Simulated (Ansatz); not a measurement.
**SiC and its competing phases**

These are results of Ansatz 0.2.0, DFT PBE, scalar-relativistic, plane waves, PAW, not measurements. Settings: cutoff 420 eV, Γ-centred meshes spaced at most about 0.3 Å⁻¹ (2π included), Gaussian smearing. No spin polarisation.

Energies over the elements count from the elements' standard structures at the same level, with no fitted energy shifts.

These are static total energies at zero pressure. The reference form of C is held partly by dispersion forces, which this level lacks.

The competitors are the elements and 1 reference phase of this chemical system (from databases or known types: SiC), relaxed at the same level; other known phases may be missing.

The candidate was reached from: 4-connected net, two elements alternating.

```cif
data_structure
_symmetry_space_group_name_H-M 'P4_12_12'
_symmetry_Int_Tables_number 92
_cell_length_a 5.3366
_cell_length_b 5.3366
_cell_length_c 2.9329
_cell_angle_alpha 90.000
_cell_angle_beta 90.000
_cell_angle_gamma 90.000
_cell_volume 83.53
loop_
_atom_site_label
_atom_site_type_symbol
_atom_site_symmetry_multiplicity
_atom_site_Wyckoff_symbol
_atom_site_fract_x
_atom_site_fract_y
_atom_site_fract_z
_atom_site_occupancy
Si1 Si 4 a 0.67179 0.67179 0.50000 1
C1 C 4 a 0.82947 0.82947 0.00000 1
```

**Question.** Is it stable, and against what?

**Answer.** Not the lowest form: another structure of the same formula lies lower. Its formation energy is 0.359 eV/atom. The lowest competing phase at this composition is this:

```json
{"phase": "SiC", "space group": "P6_3mc (No. 186)", "source": "Materials Project", "share of atoms": "1.0000", "ΔE_f (eV/atom)": "-0.204"}
```

The candidate lies 0.56 eV/atom above this phase. The candidate matches no cell in the subsets of the Crystallography Open Database and the Materials Project at hand. The margin is far too high for a likely synthesis.
